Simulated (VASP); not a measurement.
**C: band structure with PBE+D3(BJ)**

Crystal: C.

```xyz
4
Lattice="2.4654 0.0000 0.0000 -1.2327 2.1351 0.0000 0.0000 0.0000 6.6816" Properties=species:S:1:pos:R:3 pbc="T T T"
C     0.0000    0.0000    1.6704
C     0.0000    0.0000    5.0112
C     0.0000    1.4234    1.6704
C     1.2327    0.7117    5.0112
```

```
Program                : VASP 6.6.1
Task                   : band structure
Functional             : PBE
Dispersion             : D3(BJ)
Potentials or basis    : VASP PAW PBE potentials, release 64 (C)
Cutoff                 : 520 eV
k mesh                 : 12 × 12 × 4
Occupations            : gaussian, width 0.03 eV
Spin                   : no spin polarisation
Further INCAR settings : ALGO = Fast; EDIFF = 1e-07; NBANDS = 16
```

The pressure is 0.4 GPa and the band gap along the path is none (metal or under the smearing width). The dispersion energy per atom is -0.157 eV.

Stress tensor (GPa, compression positive):
```
0.53 0.00 0.00
0.00 0.53 0.00
0.00 0.00 0.15
```

Levels at the corners of the path, in eV from the Fermi level:
| point | band 4 | band 5 | band 6 | band 7 | band 8 | band 9 | band 10 | band 11 | band 12 | band 13 |
| --- | --- | --- | --- | --- | --- | --- | --- | --- | --- | --- |
| Γ | -6.51 | -3.01 | -3.01 | -2.99 | -2.99 | 4.33 | 8.32 | 8.32 | 8.38 | 8.38 |
| M | -13.15 | -6.41 | -6.35 | -2.77 | -2.07 | 1.52 | 2.20 | 7.20 | 7.61 | 11.31 |
| M | -13.15 | -6.41 | -6.35 | -2.77 | -2.07 | 1.52 | 2.20 | 7.20 | 7.61 | 11.31 |
| K | -12.47 | -10.52 | -10.52 | -0.65 | -0.02 | -0.02 | 0.74 | 11.16 | 11.16 | 12.22 |
| K | -12.47 | -10.52 | -10.52 | -0.65 | -0.02 | -0.02 | 0.74 | 11.16 | 11.16 | 12.22 |
| Γ | -6.51 | -3.01 | -3.01 | -2.99 | -2.99 | 4.33 | 8.32 | 8.32 | 8.38 | 8.38 |
| Γ | -6.51 | -3.01 | -3.01 | -2.99 | -2.99 | 4.33 | 8.32 | 8.32 | 8.38 | 8.38 |
| A | -7.62 | -3.00 | -3.00 | -3.00 | -3.00 | 7.00 | 7.00 | 8.35 | 8.35 | 8.35 |
| A | -7.62 | -3.00 | -3.00 | -3.00 | -3.00 | 7.00 | 7.00 | 8.35 | 8.35 | 8.35 |
| L | -13.21 | -6.38 | -6.38 | -2.35 | -2.35 | 1.66 | 1.66 | 7.40 | 7.40 | 12.61 |
| L | -13.21 | -6.38 | -6.38 | -2.35 | -2.35 | 1.66 | 1.66 | 7.40 | 7.40 | 12.61 |
| H | -12.56 | -10.53 | -10.53 | 0.00 | 0.00 | 0.02 | 0.02 | 10.17 | 10.17 | 13.67 |
| H | -12.56 | -10.53 | -10.53 | 0.00 | 0.00 | 0.02 | 0.02 | 10.17 | 10.17 | 13.67 |
| A | -7.62 | -3.00 | -3.00 | -3.00 | -3.00 | 7.00 | 7.00 | 8.35 | 8.35 | 8.35 |
| L | -13.21 | -6.38 | -6.38 | -2.35 | -2.35 | 1.66 | 1.66 | 7.40 | 7.40 | 12.61 |
| M | -13.15 | -6.41 | -6.35 | -2.77 | -2.07 | 1.52 | 2.20 | 7.20 | 7.61 | 11.31 |
| K | -12.47 | -10.52 | -10.52 | -0.65 | -0.02 | -0.02 | 0.74 | 11.16 | 11.16 | 12.22 |
| H | -12.56 | -10.53 | -10.53 | 0.00 | 0.00 | 0.02 | 0.02 | 10.17 | 10.17 | 13.67 |

Core levels (eV, on the scale of the bands):
| atom | levels |
| --- | --- |
| 1 C | 1s -261.2 |
| 2 C | 1s -261.2 |
| 3 C | 1s -261.2 |
| 4 C | 1s -261.2 |

Run time: 41 s on 1 thread of Intel(R) Xeon(R) Platinum 8488C (Sapphire Rapids) (shared host), peak memory 0.17 GiB.
